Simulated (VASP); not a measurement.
Wanted: the native input for a VASP 6.6.1 run.

- Task: single point
- Functional: PBE
- Potentials or basis: VASP PAW PBE potentials, release 64 (Hg, Te)
- Cutoff: 520 eV
- k mesh: 14 × 14 × 14
- Occupations: gaussian, width 0.15 eV
- Spin: no spin polarisation
- Dipole correction: no
- Further INCAR settings: ALGO = Fast; EDIFF = 1e-07; NBANDS = 16

The structure of HgTe lies in POSCAR:

```
HgTe
1.0
    0.0000000000      3.0771170000      3.0771170000
    3.0771170000      0.0000000000      3.0771170000
    3.0771170000      3.0771170000      0.0000000000
Hg Te
1 1
Direct
    0.0000000000      0.0000000000      0.0000000000
    0.4878132681      0.5121867319      0.5121867319
```

Measurements of this composition are mostly on another form, of space group No. 216.

The cell isn't the ideal one: all Te atoms moved +0.075 Å, as atom 2 along Cartesian [1 0 0].

These files were run (other wordings do the same):

INCAR

```
SYSTEM = HgTe
PREC = Accurate
ENCUT = 520
EDIFF = 1E-7
ISMEAR = 0
SIGMA = 0.15
LREAL = .False.
LASPH = .True.
NELM = 100
ALGO = Fast
ISIF = 2
LWAVE = .False.
LCHARG = .False.
GGA = PE
NBANDS = 16
```

KPOINTS

```
regular mesh
0
Gamma
  14 14 14
  0 0 0
```

Potentials or basis: VASP PAW PBE potentials, release 64 (Hg, Te).

Run with:

```sh
$ cat potpaw_PBE.64/Hg/POTCAR potpaw_PBE.64/Te/POTCAR > POTCAR
$ mpirun -np 1 vasp_std > vasp.out
```

It gave:

```
Pressure               : -0.1 GPa
Largest force          : 0.123 eV/Å
Band gap on the k mesh : none (metal or under the smearing width)
```

It took 120 s on 1 thread of Intel(R) Xeon(R) Platinum 8488C (Sapphire Rapids), with other jobs on the host, peak memory 0.36 GiB.
